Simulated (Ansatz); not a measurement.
# BaS (Fm-3m): converging the G0W0 gap, part 2 of 2

How do accuracy and time trade against each other in G0W0 on BaS (Fm-3m)?

Ansatz 0.2.0; G0W0 on PBE, plane waves, PAW; PAW set soft_1. Known limits of the many-body steps: not at the basis limit; no spin-orbit coupling.

So far. Step 4 (418 empty bands, screening to 200 eV): Against the run with 4×4×4 mesh, 194 empty bands, screening to 120 eV, PAW set soft_1 files, the gap moves by +0.11 eV.

**5. Changing the frequency model: 4×4×4 mesh, 194 empty bands, screening to 120 eV, plasmon pole, PAW set soft_1 files**

A plasmon pole stands in for the full frequency dependence of the screening; this run shows what that costs in accuracy. Bands and cutoff differ from the step before, so it is read against an earlier run that matches them.

Input file input.yaml:

```yaml
crystal:
  lattice:
    - [0.0, 3.19375, 3.19375]
    - [3.19375, 0.0, 3.19375]
    - [3.19375, 3.19375, 0.0]
  atoms:
    - { symbol: Ba, position: [0.0, 0.0, 0.0] }
    - { symbol: S, position: [0.5, 0.5, 0.5] }
kpoints:
  mp_grid: { grid: [4, 4, 4] }
hamiltonian:
  xc: pbe
  pseudopotentials: { kind: paw, azcp: { folder: soft_1 } }
scf:
  occupations: { method: fixed }
gw:
  n_empty_bands: 194
  ecut_chi: 120
  qp_bands: [v2, c2]
  qp_kpoints: band_edges
  screening: { model: godby_needs }
```

On the command line:

```console
$ ansatz run input.yaml --threads 24 --pin off --max-ram 82944MiB --backend cuda --events-out ev --progress --plain --runs-dir out --devices 1 --max-vram 78GiB
```

Numbers of over 12 decimals in the logs are rounded to 6 here.

Output:

```text
GPUs: using 1 of 1 available (devices: 1).
[...]
GPU FFT provider: cuFFT
GPU libraries: cuBLAS 13.8.1, cuFFT 12.4.0, cuSOLVER 12.3.2
[...]
Crystal: 2 atoms, lattice volume = 65.153 Å³
Basis set: ecut = 420 eV, 1243 PW (Γ)
Bands: 12, of which v1, the nominal top of the filled ones, is band 8 counted from 1 (7 counted from 0)
Symmetry: 48 space group operations
[...]
k-points: 8 of 64
[...]
2    10     11.4422    -6.9739    -4.3272   -11.9418  0.8133    12.0928    12.0829  root
[...]
7     7      5.3850   -17.2865     2.2558   -14.0996  0.7566     4.4518     4.4539  root
     7     8      5.3850   -17.2865     2.2558   -14.0996  0.7566     4.4518     4.4539  root
     7     9     10.1022    -5.7881    -4.0031   -10.3166  0.8161    10.6288    10.6275  root
     7    10     10.1022    -5.7881    -4.0031   -10.3166  0.8161    10.6288    10.6275  root
[key lines of the parts left out:]
SCF converged after 7 iterations
Free energy (F): -6856.016641 eV
Fermi energy:    5.808615 eV
```

The job ended after 2.5 s (1 × NVIDIA GB200 (shared by 2 runs) with 24 threads of Arm Neoverse V2, shared host; peak memory 1.2 GiB; 8 s of CPU time).

This step gave:

| Item | Value |
| --- | --- |
| bands summed | 202 |
| plasmon-pole fit frequency | 18.40 eV |
| RPA ε∞ on this mesh (eigenvalues) | 4.646, 4.646, 4.646 |
| plane waves in the screening matrix | 181 |
| G0W0 gap on the mesh | 3.368 eV |
| k of the valence top | 0, 0, 0 |
| k of the conduction bottom | 0, -0.5, -0.5 |
| starting gap on the mesh | 2.202 eV |
| least direct G0W0 gap on the computed points | 3.498 eV |

Against the run with 4×4×4 mesh, 194 empty bands, screening to 120 eV, PAW set soft_1 files, the gap moves by −0.04 eV.

**6. Changing the files: 4×4×4 mesh, 194 empty bands, screening to 120 eV, hard PAW files**

Other atomic data (hard PAW) test the pseudisation: the cutoff goes from 420 to 510 eV, with the same valence electrons.

This step: G0W0 on PBE, plane waves, PAW.

input.yaml, the sections that differ from step 5:

```yaml
hamiltonian:
  xc: pbe
  pseudopotentials: { kind: paw, source: ansatz }
gw:
  n_empty_bands: 194
  ecut_chi: 120
  qp_bands: [v2, c2]
  qp_kpoints: band_edges
  screening: { model: contour_deformation }
# crystal, kpoints, scf: as in step 5
```

Output:

```text
GPUs: using 1 of 1 available (devices: 1).
[...]
GPU FFT provider: cuFFT
GPU libraries: cuBLAS 13.8.1, cuFFT 12.4.0, cuSOLVER 12.3.2
[...]
Crystal: 2 atoms, lattice volume = 65.153 Å³
Basis set: ecut = 510 eV, 1687 PW (Γ)
Bands: 12, of which v1, the nominal top of the filled ones, is band 8 counted from 1 (7 counted from 0)
Symmetry: 48 space group operations
[...]
k-points: 8 of 64
[...]
2    10     11.5040    -6.9825    -4.4223   -11.9495  0.7620    12.0562    12.0487  root
[...]
7     7      5.4442   -17.2832     2.2304   -14.0960  0.7532     4.4677     4.4874  root
     7     8      5.4442   -17.2832     2.2304   -14.0960  0.7532     4.4677     4.4874  root
     7     9     10.1646    -5.7961    -4.0415   -10.3240  0.7873    10.6537    10.6510  root
     7    10     10.1646    -5.7961    -4.0415   -10.3240  0.7873    10.6537    10.6510  root
[key lines of the parts left out:]
SCF converged after 7 iterations
Free energy (F): -6840.726599 eV
Fermi energy:    5.869555 eV
```

It took 2.3 s on 1 × NVIDIA GB200 (shared by 2 runs) with 24 threads; peak memory 1.2 GiB; 6 s of CPU time.

This step gave:

- bands summed: 202
- RPA ε∞ on this mesh (eigenvalues): 4.643, 4.643, 4.643
- plane waves in the screening matrix: 181
- G0W0 gap on the mesh: 3.391 eV
- k of the valence top: 0, 0, 0
- k of the conduction bottom: 0, -0.5, -0.5
- starting gap on the mesh: 2.203 eV
- least direct G0W0 gap on the computed points: 3.524 eV

Against the run with 4×4×4 mesh, 194 empty bands, screening to 120 eV, PAW set soft_1 files, the gap moves by −0.017 eV.

**7. The runs together**

Times are wall times on 1 × NVIDIA GB200 (shared by 2 runs) with 24 threads of Arm Neoverse V2, shared host, good to a factor of about two.

```csv
mesh,files,frequency,bands summed,cutoff (eV),start (eV),G0W0 (eV),time,host memory (GiB)
4×4×4,PAW set soft_1,contour deformation,76,60,2.202,3.233,1.6 s,1.2
4×4×4,PAW set soft_1,contour deformation,202,120,2.202,3.408,2.2 s,1.2
4×4×4,PAW set soft_1,contour deformation,426,200,2.202,3.516,2.6 s,1.5
4×4×4,PAW set soft_1,plasmon pole,202,120,2.202,3.368,2.5 s,1.2
4×4×4,hard PAW,contour deformation,202,120,2.203,3.391,2.3 s,1.2
```

The parts of the quasiparticle energy at the two band edges (eV; QP = start + Σx + Σc − Vxc):

```csv
run,edge,start,Σx,Σc,Vxc,Z,QP
76 bands,valence top,5.81,-17.60,2.47,-14.57,0.76,5.24
76 bands,conduction bottom,8.01,-4.78,-3.41,-8.65,0.81,8.48
202 bands,valence top,5.81,-17.60,2.14,-14.57,0.75,4.91
202 bands,conduction bottom,8.01,-4.78,-3.57,-8.65,0.81,8.32
426 bands,valence top,5.81,-17.60,1.98,-14.57,0.75,4.75
426 bands,conduction bottom,8.01,-4.78,-3.62,-8.65,0.81,8.27
```

**8. What came out**

| Quantity | Value |
| --- | --- |
| 76 bands, 60 eV | 3.233 eV |
| 202 bands, 120 eV | 3.408 eV |
| 426 bands, 200 eV | 3.516 eV |
| estimated limit in bands and cutoff | 3.61 eV |
| mesh and start | 4×4×4, PBE |

A line in one over the bands through the two highest rungs gives 3.61 eV, +0.10 eV from the top rung; the pair below gives 3.51 eV, so the estimate is still climbing. The rungs stand 0.38 eV (76 bands), 0.20 eV (202 bands) and 0.10 eV (426 bands) from it. From 76 to 426 bands the gap moves by +0.28 eV. Σc changes by −0.49 eV at the valence top and −0.21 eV at the conduction bottom, so the valence edge carries most of the change. The plasmon-pole model gives −0.04 eV against contour deformation, 3 % of the correction, and saved no time in this program. Hard PAW files move the gap by −0.02 eV at equal bands and cutoff, +0.001 eV of it in the start. The cheapest rung within 0.1 eV of this estimate is that with 426 bands (2.6 s). The many-body steps are scalar-relativistic: spin-orbit coupling is not in them.

[Paths, hosts, dates, memory and timing lines, banners, echoed tables and standing remarks are left out of the program output.]

[Logs are printed without paths, hosts, clocks, repeated set-up lines and the standing remarks that a program may print on its own settings, such as how far it seeks lower states.]

[Runs of the session that timed out or met a known fault of the program may be left out.]

[Cells called generated may have been cut or substituted from an entry of the Crystallography Open Database or the Materials Project.]

[Hosts, paths, dates, database ids (printed as entryN), source tags and the programs' standing remarks are cut or masked in the printed files.]
